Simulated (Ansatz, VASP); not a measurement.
# Two plane-wave programs on Au

The input POSCAR:

```
Au
1.0
    0.0000000000      2.0350000000      2.0350000000
    2.0350000000      0.0000000000      2.0350000000
    2.0350000000      2.0350000000      0.0000000000
Au
1
Direct
    0.0000000000      0.0000000000      0.0000000000
```

File INCAR.step1:

```
  ALGO = Normal
  EDIFF = 1E-5
  ENCUT = 520
  GGA = PE
  ISIF = 2
  ISMEAR = -1
  LASPH = T
  LCHARG = F
  LMAXMIX = 4
  LREAL = F
  LWAVE = T
  NELM = 100
  PREC = Accurate
  SIGMA = 0.05
```

INCAR.step2

```
  AEXX = 0.25
  ALGO = Normal
  EDIFF = 1E-6
  ENCUT = 520
  GGA = PE
  ISIF = 2
  ISMEAR = -1
  ISTART = 1
  LASPH = T
  LCHARG = F
  LHFCALC = T
  LMAXMIX = 4
  LREAL = F
  LWAVE = F
  NELM = 100
  PREC = Accurate
  PRECFOCK = Fast
  SIGMA = 0.05
```

Contents of KPOINTS:

```
k-points
0
Gamma
  6 6 6
```

The input KPOINTS_OPT:

```
path GXWKGLUWLK,UX
12
line-mode
reciprocal
 0.0000000000  0.0000000000  0.0000000000  G
 0.5000000000  0.0000000000  0.5000000000  X

 0.5000000000  0.0000000000  0.5000000000  X
 0.5000000000  0.2500000000  0.7500000000  W

 0.5000000000  0.2500000000  0.7500000000  W
 0.3750000000  0.3750000000  0.7500000000  K

 0.3750000000  0.3750000000  0.7500000000  K
 0.0000000000  0.0000000000  0.0000000000  G

 0.0000000000  0.0000000000  0.0000000000  G
 0.5000000000  0.5000000000  0.5000000000  L

 0.5000000000  0.5000000000  0.5000000000  L
 0.6250000000  0.2500000000  0.6250000000  U

 0.6250000000  0.2500000000  0.6250000000  U
 0.5000000000  0.2500000000  0.7500000000  W

 0.5000000000  0.2500000000  0.7500000000  W
 0.5000000000  0.5000000000  0.5000000000  L

 0.5000000000  0.5000000000  0.5000000000  L
 0.3750000000  0.3750000000  0.7500000000  K

 0.6250000000  0.2500000000  0.6250000000  U
 0.5000000000  0.0000000000  0.5000000000  X
```

Contents of input.yaml:

```yaml
crystal:
  lattice:
    - [0.0, 2.035, 2.035]
    - [2.035, 0.0, 2.035]
    - [2.035, 2.035, 0.0]
  atoms:
    - { symbol: Au, position: [0.0, 0.0, 0.0] }
hamiltonian:
  xc: pbe0
  pseudopotentials: { kind: paw }
kpoints:
  mp_grid: { grid: [6, 6, 6] }
scf:
  occupations: { method: fermi_dirac, width: 0.05 }
output:
  forces: true
  stress: true
  eigenvalues: true
```

Alike in both runs: functional PBE0; k mesh 6 × 6 × 6; occupations fermi-dirac, width 0.05 eV; no spin polarisation.

|  | VASP | Ansatz |
| --- | --- | --- |
| version | VASP 6.6.1 | Ansatz 0.2.0 |
| potentials or method | VASP PAW PBE potentials, release 64 (Au) | Ansatz PAW |
| plane-wave cutoff (eV) | 520 | 420 |
| valence electrons in the cell | 11 | 19 |
| task | band structure | single point |

|  | VASP | Ansatz | Ansatz less VASP |
| --- | --- | --- | --- |
| gap on the k mesh at the Fermi level (eV) | none | none | - |
| pressure (GPa) | 8.5 | 8.8 | +0.24 |

A gap of «none» marks a metal or a gap that the smearing closes. The two sets of potentials don't hold the same shells in valence.

Caveats: the k mesh is coarse (spacing up to 0.45 Å⁻¹), so the values aren't converged, least of all with exact exchange; an unscreened hybrid on a path of extra k points without a Coulomb cutoff has errors near the mesh points, so the bands along the path aren't reliable (VASP); the PAW data sets were made with another functional, which shifts forces and pressure a little (VASP); spin-orbit coupling is left out, which moves the levels of the heavy elements (VASP); the PAW data sets come from PBE, with cores solved anew for the run's functional, which leaves a small shift of forces and pressure (Ansatz); the thresholds are loose for stress (Ansatz).
